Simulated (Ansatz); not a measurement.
Computed with DFT PBE, scalar-relativistic, plane waves, PAW (Ansatz 0.2.0). All cells share a 420 eV cutoff and Γ-centred k meshes spaced at most about 0.3 Å⁻¹ (about 0.25 or finer for metals, 2π included). No spin polarisation.

Temperature and zero-point effects are left out.

Task: Order these relaxed structures of Si5Ge by energy, lowest first, with the energy over the lowest of them.
A.

```cif
data_structure
_symmetry_space_group_name_H-M 'P3m1'
_symmetry_Int_Tables_number 156
_cell_length_a 3.8980
_cell_length_b 3.8980
_cell_length_c 9.5455
_cell_angle_alpha 90.000
_cell_angle_beta 90.000
_cell_angle_gamma 120.000
_cell_volume 125.61
loop_
_atom_site_label
_atom_site_type_symbol
_atom_site_symmetry_multiplicity
_atom_site_Wyckoff_symbol
_atom_site_fract_x
_atom_site_fract_y
_atom_site_fract_z
_atom_site_occupancy
Si1 Si 1 a 0.00000 0.00000 0.25394 1
Si2 Si 1 c 0.66667 0.33333 0.33509 1
Si3 Si 1 b 0.33333 0.66667 0.91255 1
Si4 Si 1 c 0.66667 0.33333 0.58346 1
Si5 Si 1 b 0.33333 0.66667 0.66504 1
Ge1 Ge 1 a 0.00000 0.00000 0.99992 1
```

B.

```cif
data_structure
_symmetry_space_group_name_H-M 'F-43m'
_symmetry_Int_Tables_number 216
_cell_length_a 7.2578
_cell_length_b 7.2578
_cell_length_c 7.2578
_cell_angle_alpha 90.000
_cell_angle_beta 90.000
_cell_angle_gamma 90.000
_cell_volume 382.31
loop_
_atom_site_label
_atom_site_type_symbol
_atom_site_symmetry_multiplicity
_atom_site_Wyckoff_symbol
_atom_site_fract_x
_atom_site_fract_y
_atom_site_fract_z
_atom_site_occupancy
Si1 Si 4 c 0.25000 0.25000 0.25000 1
Si2 Si 16 e 0.87520 0.37520 0.12480 1
Ge1 Ge 4 a 0.00000 0.00000 0.00000 1
```

C.

```cif
data_structure
_symmetry_space_group_name_H-M 'Immm'
_symmetry_Int_Tables_number 71
_cell_length_a 4.6126
_cell_length_b 4.9958
_cell_length_c 8.2221
_cell_angle_alpha 90.000
_cell_angle_beta 90.000
_cell_angle_gamma 90.000
_cell_volume 189.47
loop_
_atom_site_label
_atom_site_type_symbol
_atom_site_symmetry_multiplicity
_atom_site_Wyckoff_symbol
_atom_site_fract_x
_atom_site_fract_y
_atom_site_fract_z
_atom_site_occupancy
Si1 Si 4 i 0.50000 0.50000 0.68063 1
Si2 Si 4 j 0.50000 0.00000 0.65804 1
Si3 Si 2 c 0.50000 0.50000 0.00000 1
Ge1 Ge 2 b 0.50000 0.00000 0.00000 1
```

Result: A (0 meV/atom), C (314 meV/atom), B (568 meV/atom). Forms: A P3m1; C Immm; B F-43m. Counting Si atoms around Ge (those within 1.25 times the shortest such distance or 1.15 times the sum of covalent radii, 1.27 where that leaves under three; a plus sign parts nearer from farther groups; the shortest distance is added where it exceeds 1.18 times the sum of covalent radii): A has Ge 4; C has Ge 2+6; B has Ge 16 from 3.0 Å. All come from invented guesses.

Cells relaxed within their symmetry can be saddle points. Some structure types and database cells were kept out of the candidates from the start, so a known form may be missing.
